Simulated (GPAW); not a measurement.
The system is Au.

```
CELL_PARAMETERS angstrom
0.00000 2.03500 2.03500
2.03500 0.00000 2.03500
2.03500 2.03500 0.00000
ATOMIC_POSITIONS crystal
Au 0.00000 0.00000 0.00000
```

```yaml
Program: GPAW 26.7.0
Task: relaxation of cell and atoms
Functional: PBE
Potentials_or_basis: GPAW PAW data sets (gpaw-data 1.2.1)
Cutoff: 600 eV
Basis: pw
k_mesh: 11 × 11 × 11
Occupations: fermi-dirac, width 0.05 eV
Spin: no spin polarisation
```

At the start: pressure 13.3 GPa; volume 16.85 Å³/atom.

Q: Where does the relaxation end?

A: Over 3 steps the energy falls by 51.4 meV/atom and the volume is 18.15 Å³/atom (+7.7 %); space group Fm-3m (No. 225, to 0.05 Å).

Step by step:
```tsv
step	energy change (eV)	largest force (eV/Å)	pressure (GPa)	volume (Å³)
1	0.0000	0.0000	13.31	16.85
2	-0.0493	0.0000	2.35	17.90
3	-0.0514	0.0000	0.31	18.15
```

Final structure:
```yaml
crystal:
  lattice:
    - [0.00000, 2.08570, 2.08570]
    - [2.08570, 0.00000, 2.08570]
    - [2.08570, 2.08570, 0.00000]
  atoms:
    - { symbol: Au, position: [0.00000, 0.00000, 0.00000] }
```

Caveat: with this Au data set, volumes or pressures lay over 1.5 % or 2 GPa off other programs in two to four cells of ten; later steps reuse the first step's grids.
